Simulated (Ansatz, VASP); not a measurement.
BiTe in VASP and in Ansatz

The input INCAR:

```
PREC = Accurate
ENCUT = 520
EDIFF = 1E-6
ISMEAR = 0
SIGMA = 0.15
LREAL = F
LASPH = T
NELM = 60
ALGO = Normal
ISIF = 2
LWAVE = F
LCHARG = F
GGA = PE
NBANDS = 18
```

File KPOINTS:

```
Automatic mesh
0
Gamma
  12 12 12
```

The input POSCAR:

```
BiTe
1.0
    2.4227077728      1.3987509848      3.3172919545
   -2.4227077728      1.3987509848      3.3172919545
    0.0000000000     -2.7975019696      3.3172919545
Bi Te
1 1
Direct
    0.4279855330      0.5000000000      0.5000000000
    0.0000000000      0.0000000000      0.0000000000
```

Input for Ansatz:

```yaml
crystal:
  lattice:
    - [2.4227077728, 1.3987509848, 3.3172919545]
    - [-2.4227077728, 1.3987509848, 3.3172919545]
    - [0.0, -2.7975019696, 3.3172919545]
  atoms:
    - { symbol: Bi, position: [0.427985533, 0.5, 0.5] }
    - { symbol: Te, position: [0.0, 0.0, 0.0] }
basis:
  ecutwfc: 420
kpoints:
  mp_grid: { grid: [12, 12, 12] }
hamiltonian:
  xc: pbe
scf:
  occupations: { method: gaussian, width: 0.15 }
output:
  forces: true
  stress: true
  eigenvalues: true
  write_density: true
  write_potential: true
  elf: true
  volumetric_format: npy
```

Change from the starting cell: all Bi atoms moved +0.312 Å, as atom 1 towards its neighbour atom 1 (Bi) at 4.339 Å.

Alike in both runs: task single point; functional PBE; k mesh 12 × 12 × 12; occupations gaussian, width 0.15 eV; no spin polarisation.

|  | VASP | Ansatz |
| --- | --- | --- |
| version | VASP 6.6.1 | Ansatz 0.2.0 |
| potentials or method | VASP PAW PBE potentials, release 64 (Bi_d, Te) | scalar-relativistic, plane waves, PAW |
| plane-wave cutoff (eV) | 520 | 420 |
| valence electrons in the cell | 21 | 31 |

|  | VASP | Ansatz | Ansatz less VASP |
| --- | --- | --- | --- |
| gap on the k mesh at the Fermi level (eV) | none | none | - |
| pressure (GPa) | 1.3 | 1.3 | +0.07 |
| largest component of the traceless stress (GPa) | 0.82 | 0.81 | -0.006 |
| rms of the force components (eV/Å) | 0.329 | 0.328 | -0.0015 |

Atom by atom the forces differ by 0.002 eV/Å (rms over components). A gap of «none» marks a metal or a gap that the smearing closes. The functional is the same, so the differences come from potentials, cutoffs and numerics. The two sets of potentials don't hold the same shells in valence.

Caveats: spin-orbit coupling is left out, which moves the levels of the heavy elements.
